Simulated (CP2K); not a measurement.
Runs of CP2K 2026.2 on KTaO3. The structure is cubic, space group Pm-3m (No. 221). The conventional cell has a = 3.988 Å, b = 3.988 Å, c = 3.988 Å, α = 90.00°, β = 90.00°, γ = 90.00°. Ta (site symmetry m-3m) is surrounded by 6 O at 1.99 Å. K (site symmetry m-3m) has 12 O at 2.82 Å as nearest neighbours. O (site symmetry 4/mmm) is surrounded by 2 Ta at 1.99 Å. 

```csv
level,cutoff of the non-local correlation (Ry),pressure (GPa)
BEEF-vdW,300,3.6
AM05,-,-1.5
LDA,-,-5.8
PBE,-,(a)
MS2,-,(b)
WC,-,-2.2
```

Alike in all rows: task band structure; potentials or basis POTENTIAL_UZH Ta GTH-PBE-q13, K GTH-PBE-q9, O GTH-PBE-q6; DZVP-MOLOPT-PBE-GTH basis; no spin polarisation; cell as given; k mesh 7 × 7 × 7; smearing fermi-dirac 0.05 eV.

Fill in the values left out.

(a) 2.4; (b) -1.6.

Caveats: the basis of atomic orbitals isn't converged, which shifts pressures, moduli and gaps; the potentials were made for another functional, which shifts forces and pressure (some runs).
